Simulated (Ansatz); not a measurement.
# Mo in Ansatz: reference runs

Aim: a first look at Mo with PBE, on the cell as given.

Everything below comes from runs of Ansatz 0.2.0. Logs are shortened: lines on timing, memory, paths and dates and some standing lists are left out, and cuts for length are marked.

## 1. The cell of the first run

The cell holds a slab with vacuum, 5 atoms: a = 2.850 Å, b = 2.850 Å, c = 24.307 Å, α = 90.00°, β = 90.00°, γ = 120.00°.

## 2. Single point, PBE (the (1 1 1) slab of Mo, cut from the database cell, not relaxed)

input.yaml reads:

```yaml
crystal:
  lattice:
    - [2.8496403282, 0.0, 0.0]
    - [-1.4248201641, 2.4678609159, 0.0]
    - [0.0, 0.0, 24.3068863393]
  atoms:
    - { symbol: Mo, position: [0.6666666667, 0.3333333333, 0.3085545345] }
    - { symbol: Mo, position: [0.3333333333, 0.6666666667, 0.4042772673] }
    - { symbol: Mo, position: [0.0, 0.0, 0.5] }
    - { symbol: Mo, position: [0.6666666667, 0.3333333333, 0.5957227327] }
    - { symbol: Mo, position: [0.3333333333, 0.6666666667, 0.6914454655] }
hamiltonian:
  xc: pbe
  pseudopotentials: { kind: paw }
kpoints:
  mp_grid: { grid: [11, 11, 1] }
scf:
  occupations: { method: fermi_dirac, width: 0.05 }
output:
  forces: true
  eigenvalues: true
efield:
  axis: 3
  dipole_correction: true
  ramp_width: 0.04
```

Potentials or basis: Ansatz PAW.

Launch:

```
$ ansatz run input.yaml --threads 4 --pin off --max-ram 11264MiB --backend cpu --events-out ev --progress --plain --runs-dir out
```

What it wrote:

```text
Warning: RAYON_NUM_THREADS=4 ignored (pool sized by the plan → 4); use --threads N
Engine: ansatz 0.2.0, aarch64-unknown-linux-gnu
Pseudopotentials: kind: paw
Pseudopotential: Mo, paw, valence charge 14, recommended cutoff 420 eV (normal), Mo.paw.azcp
Functional definition: PBE
  parameter kappa = 0.804
  parameter beta = 0.06672455060314922
  exchange = pbe_x(kappa = kappa, mu = beta*pi^2/3)
  correlation = pbe_c(beta = beta)
Crystal: 5 atoms, lattice volume = 170.939 Å³
Basis set: ecut = 420 eV, 3357 PW (Γ), exchange–correlation on 40×40×360 points (8 copies of the dense FFT grid, shifted against one another)
Bands: 42, of which v1, the nominal top of the filled ones, is band 35 counted from 1 (34 counted from 0)
Symmetry: 6 space group operations
k-points: 16 of 121 (time reversal used)
Non-local potential: Mo, projectors of the file, l = 0: 3, l = 1: 2, l = 2: 2, l = 3: 1
PAW form: soft (Blöchl's): semilocal exchange-correlation on the pseudo side does not see the compensation charge
PAW one-centre angular grid: Mo, 590 points (default); XC on 64 Gauss nodes
Initial density: superposition of atomic densities (neutral atoms: chi_scale 0, normalization atom), corrected by the library's trained network
Initial wavefunctions: pseudopotential atomic-orbital guess
Functional: x = pbe(κ = 0.804, μ = 0.2195149727645171), c = pbe(β = 0.06672455060314922)
SCF iter   1: F=—  HF=-24775.917834 eV  |F-HF|=—  |Δ(HF+E_count)|=         —  Δρ=5.45e-3  dr2=4.57e-1  ethr=1.77e-3  p=0.000 e·Å  D=1.13e-13 V/Å  ΔV_dip=-0.00 eV  dr2_dipole=2.38e-7  V_vac-E_F(+/−)=5.04/5.04 eV  ⟨swp⟩=8.4  Hψ=3182  notcnv=0
efield: sawtooth ramp at fractional position 0.9800 (placed from the atoms, in the widest stretch of the axis that holds none; the zero of the levels goes with the place), width 0.0400; the density the first Hamiltonian is built on has a dipole p = 0.000 e·Å; the dipole correction subtracts the counter field D = 1.13e-13 V/Å, which shifts the + side's vacuum level by -0.00 eV against the − side's; the planar-averaged density in the ramp window peaks in size at 4.9e-5 e/Å³
preconditioner: auto → LDOS  [metal: Δε(μ)=0.079 eV  Ē_g=3.412 eV  σ=0.050 eV  W_gap=0.35  n_scr=18 (ndim 8)  ℏωp=15.6 eV  f_vac=0.461  D(μ)=5.60/eV (n_scr^D=18)  β→1.0]
SCF iter   2: F=—  HF=-24775.905345 eV  |F-HF|=—  |Δ(HF+E_count)|=   1.25e-2  Δρ=2.83e-3  dr2=8.10e-2  ethr=6.53e-4  p=-0.000 e·Å  D=-1.67e-5 V/Å  ΔV_dip=0.00 eV  dr2_dipole=4.07e-7  V_vac-E_F(+/−)=4.62/4.62 eV  ⟨swp⟩=2.1  Hψ=887  notcnv=0  defer=2
SCF iter   3: F=—  HF=-24775.902070 eV  |F-HF|=—  |Δ(HF+E_count)|=   3.28e-3  Δρ=5.16e-4  dr2=3.75e-3  ethr=1.16e-4  p=-0.000 e·Å  D=-1.53e-6 V/Å  ΔV_dip=0.00 eV  dr2_dipole=2.76e-8  V_vac-E_F(+/−)=4.70/4.70 eV  ⟨swp⟩=2.0  Hψ=845  notcnv=0  defer=3
SCF iter   4: F=—  HF=-24775.901907 eV  |F-HF|=—  |Δ(HF+E_count)|=   1.63e-4  Δρ=1.72e-4  dr2=5.70e-5  ethr=5.36e-6  p=-0.000 e·Å  D=-2.46e-6 V/Å  ΔV_dip=0.00 eV  dr2_dipole=1.36e-11  V_vac-E_F(+/−)=4.66/4.66 eV  ⟨swp⟩=2.1  Hψ=890  notcnv=0  defer=3
SCF iter   5: F=—  HF=-24775.901905 eV  |F-HF|=—  |Δ(HF+E_count)|=   1.85e-6  Δρ=5.30e-5  dr2=1.55e-5  ethr=8.14e-8  p=-0.000 e·Å  D=-2.66e-7 V/Å  ΔV_dip=0.00 eV  dr2_dipole=1.24e-11  V_vac-E_F(+/−)=4.66/4.66 eV  ⟨swp⟩=2.9  Hψ=1242  notcnv=0  defer=3
SCF iter   6: F=—  HF=-24775.901907 eV  |F-HF|=—  |Δ(HF+E_count)|=   1.92e-6  Δρ=2.19e-5  dr2=1.49e-6  ethr=2.21e-8  p=-0.000 e·Å  D=-6.59e-7 V/Å  ΔV_dip=0.00 eV  dr2_dipole=2.09e-11  V_vac-E_F(+/−)=4.65/4.65 eV  ⟨swp⟩=2.1  Hψ=919  notcnv=0  defer=3
SCF iter   7: F=-24775.901907 eV  HF=-24775.901907 eV  |F-HF|=4.76e-9  |Δ(HF+E_count)|=   8.94e-8  Δρ=5.19e-6  dr2=7.08e-8  ethr=1.43e-10  p=-0.000 e·Å  D=-1.45e-7 V/Å  ΔV_dip=0.00 eV  dr2_dipole=1.00e-12  V_vac-E_F(+/−)=4.65/4.65 eV  ⟨swp⟩=6.8  Hψ=3623  notcnv=0
SCF 1 converged in 7 iterations: F = -24775.901907 eV  dr2 = 7.08e-8
SCF converged after 7 iterations
Free energy (F): -24775.901907 eV
Harris-Foulkes:  -24775.901907 eV  (|F-HF|=4.76e-9)
Internal energy: -24775.849771 eV  (E = F + TS)
E sigma→0 (E₀):  -24775.875839 eV
Entropy (-TS):   -0.052136 eV (-10.427 meV/atom)
Fermi energy:    7.051286 eV
Dipole field:    D = 0.000001 V/Å  (p = 0.000001 e·Å, saw-weighted, corrected)
Work function:   Φ+ = 4.6523 eV   Φ− = 4.6524 eV
Levels:          The Fermi level and band energies are counted from a zero that moves with the ramp; work functions are not
--- Per-component energies (eV) ---
  E_band       = -1213.646383
  E_kinetic    = 2193.579903
  E_local      = -75205.093318  (includes V_loc(G=0)·N_el)
  E_nonlocal   = 716.944042
  E_hartree    = 36468.530088
  E_xc         = -910.927248
  E_vxc        = -1136.187137  (∫ρ·V_xc dr)
  E_paw        = -16006.439736  (= ΣΔE_a)
  E_vpaw       = -719.950775  (= ΣTr[D̂ρ^β])
  E_aug_tail   = 0.000198  (compensation charges beyond the density's cutoff)
  E_efield     = 0.000000  (sawtooth field / dipole correction)
  E_vefield    = 0.000000  (∫n·V_field dr)
  E_ewald      = 27967.556301
  E_smearing   = -0.052136  (= −TS)
  E_closure    = 0.000000  (closes the sum)
  Σ components = -24775.901907   (vs F -24775.901907, Δ=0.00e0)
--- Forces (eV/Å), atoms counted from 1 ---
  atom   1  Mo     0.00000000     0.00000000     0.16009529
  atom   2  Mo     0.00000000     0.00000000     0.11492284
  atom   3  Mo    -0.00000000     0.00000000    -0.00000385
  atom   4  Mo     0.00000000    -0.00000000    -0.11492193
  atom   5  Mo    -0.00000000    -0.00000000    -0.16009038
  max |Σ_I F_I| component: 1.96e-6 eV/Å
--- Band table (eV; the first three rows and the last of 16) ---
  k-point 0: bands = ["-53.6894", "-53.6743", "-53.5978", "-53.5711", "-53.4738", "-28.2146", "-28.0547", "-27.7364", "-27.4451", "-27.2189", "-27.2189", "-27.2021", "-27.2021", "-27.1516", "-27.1252", "-27.1252", "-27.1135", "-27.1135", "-27.0493", "-27.0493", "0.7188", "1.4920", "2.3828", "2.6448", "2.6999", "5.8170", "5.8644", "6.2174", "6.3026", "6.3026", "6.5015", "6.5267", "6.5267", "6.5438", "6.5438", "6.8047", "6.8047", "6.8626", "6.8626", "7.5172", "8.2542", "8.8069"]
  k-point 1: bands = ["-53.6760", "-53.6619", "-53.5875", "-53.5622", "-53.4655", "-28.1874", "-28.0385", "-27.7383", "-27.4640", "-27.2900", "-27.2659", "-27.2412", "-27.2224", "-27.2220", "-27.1894", "-27.1419", "-27.1282", "-27.1281", "-27.1152", "-27.0628", "1.0016", "1.7636", "2.6602", "2.9150", "2.9823", "5.5553", "5.7048", "5.9845", "6.1398", "6.2404", "6.3326", "6.5408", "6.5557", "6.6812", "6.7399", "6.7914", "6.8408", "7.0104", "7.1118", "7.1734", "7.6919", "8.4607"]
  k-point 2: bands = ["-53.6395", "-53.6280", "-53.5598", "-53.5387", "-53.4435", "-28.1129", "-27.9994", "-27.7684", "-27.5680", "-27.4662", "-27.4163", "-27.3935", "-27.3737", "-27.2993", "-27.2759", "-27.2505", "-27.1872", "-27.1679", "-27.1519", "-27.0994", "1.7485", "2.4353", "3.2670", "3.5248", "3.7078", "4.8918", "5.2414", "5.4048", "5.4970", "5.9792", "6.1124", "6.3189", "6.5718", "6.8218", "6.8708", "6.9676", "7.2123", "7.2904", "7.4324", "7.4923", "7.8272", "8.1074"]
  k-point 15: bands = ["-53.4807", "-53.4806", "-53.4625", "-53.4620", "-53.3631", "-28.0556", "-27.9959", "-27.9633", "-27.9457", "-27.9033", "-27.8089", "-27.7924", "-27.7183", "-27.6867", "-27.6364", "-27.5310", "-27.5248", "-27.3979", "-27.3678", "-27.3112", "3.5944", "4.0447", "4.0448", "4.2695", "4.4147", "4.4930", "4.7238", "4.9550", "5.2171", "5.6459", "5.9304", "6.1391", "6.2273", "6.3811", "6.6622", "6.8103", "7.8510", "8.1839", "8.4763", "8.7410", "9.4719", "9.4734"]
```

Run time: 2.5 s. Hardware: 4 threads of Arm Neoverse V2, shared host; peak memory 0.47 GiB.

What came out:

```
Free energy                     : -24775.9019 eV
Largest force                   : 0.160 eV/Å
Band gap on the k mesh          : none (metal or under the smearing width)
Work function of the upper face : 4.65 eV
Work function of the lower face : 4.65 eV
Dipole across the slab          : 0.000 e·Å
```

Forces in eV/Å, atoms in the order of the input:
```
Mo   0.000  0.000  0.160
Mo   0.000  0.000  0.115
Mo   0.000  0.000  0.000
Mo   0.000  0.000 -0.115
Mo   0.000  0.000 -0.160
```

Levels at points of the mesh, in eV from the Fermi level:
```
           k point  band 32  band 33  band 34  band 35  band 36  band 37  band 38  band 39  band 40  band 41
(0.00, 0.00, 0.00)    -0.52    -0.52    -0.51    -0.51    -0.25    -0.25    -0.19    -0.19     0.47     1.20
```
